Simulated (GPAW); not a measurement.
C, a slab with vacuum:

```xyz
4
Lattice="2.4562 0.0000 0.0000 -1.2281 2.1272 0.0000 0.0000 0.0000 24.1340" Properties=species:S:1:pos:R:3 pbc="T T T"
C     1.2281    0.7091   13.7678
C     0.0000    1.4181   10.3661
C     0.0000    0.0000   10.3663
C     0.0000    0.0000   13.7677
```

* Program: GPAW 26.7.0
* Task: single point
* Functional: PBE
* Potentials or basis: GPAW PAW data sets (gpaw-data 1.2.1)
* Cutoff: 800 eV
* Basis: pw
* k mesh: 12 × 12 × 2
* Occupations: fermi-dirac, width 0.05 eV
* Spin: no spin polarisation

On this cell: largest force 0.054 eV/Å; band gap on the k mesh none (metal or under the smearing width).

The same run follows on a disturbed copy (atoms moved at random, drawn with an rms of 0.05 Å):

```
C
1.0
     2.45623    0.00000    0.00000
    -1.22811    2.12716    0.00000
     0.00000    0.00000   24.13396
C
4
Direct
  0.65643 0.32544 0.57124
  0.29481 0.64936 0.42888
  0.00123 0.99214 0.42970
  0.99523 0.01618 0.57109
```

Problem. What does the disturbed cell give?

Solution. The energy (extrapolated to zero smearing) moves by +69.3 meV/atom; largest force 4.573 eV/Å; band gap on the k mesh 0.61 eV, direct.

Forces in eV/Å, atoms in the order of the input:
```
C   -0.977  2.611 -0.008
C    4.513  0.639  0.263
C   -4.515 -0.638 -0.354
C    0.979 -2.613  0.100
```

Stress tensor (GPa, compression positive):
```
 2.89 -1.59 -0.11
-1.59  1.94 -0.01
-0.11 -0.01  0.24
```

Caveats: these data sets are soft for forces on short bonds.

A k mesh can miss the band edges.
